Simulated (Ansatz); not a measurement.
# LiH: clamped-ion strain scan

The calculation used DFT PBEsol, scalar-relativistic, plane waves, PAW (Ansatz). Settings: plane waves to 420 eV, k-mesh 10×10×10 (Γ-centred), Gaussian smearing 0.05 eV. No spin polarisation. Energies are free energies at this smearing, counted from the undisturbed cell; pressure is positive in compression.

The starting cell (as given, not relaxed at this level; it stands at -2.1 GPa):

```
CELL_PARAMETERS angstrom
0.00000 2.03250 2.03250
2.03250 0.00000 2.03250
2.03250 2.03250 0.00000
ATOMIC_POSITIONS crystal
Li 0.00000 0.00000 0.00000
H 0.50000 0.50000 0.50000
```

The cell is strained by ε times the Voigt pattern (0, 0, 0, 0, 0, 1) (xx, yy, zz, yz, xz, xy; engineering shear) with fractional coordinates fixed.

```tsv
ε	ΔE (meV/atom)	stress summed along the pattern (GPa, tension positive)	gap on the mesh (eV)
-0.1000	11.7	-4.58	2.71
-0.0500	2.9	-2.27	2.76
0.0000	0.0	0.00	2.78
0.0125	0.2	0.56	2.78
0.0250	0.7	1.13	2.78
0.0375	1.6	1.70	2.77
0.0625	4.5	2.84	2.75
0.0750	6.5	3.41	2.74
0.0875	8.9	3.99	2.73
```

By symmetry 0.1000 repeats -0.1000, -0.0750 repeats 0.0750, 0.0500 repeats -0.0500, -0.0250 repeats 0.0250 in energy, with the opposite slope along the path.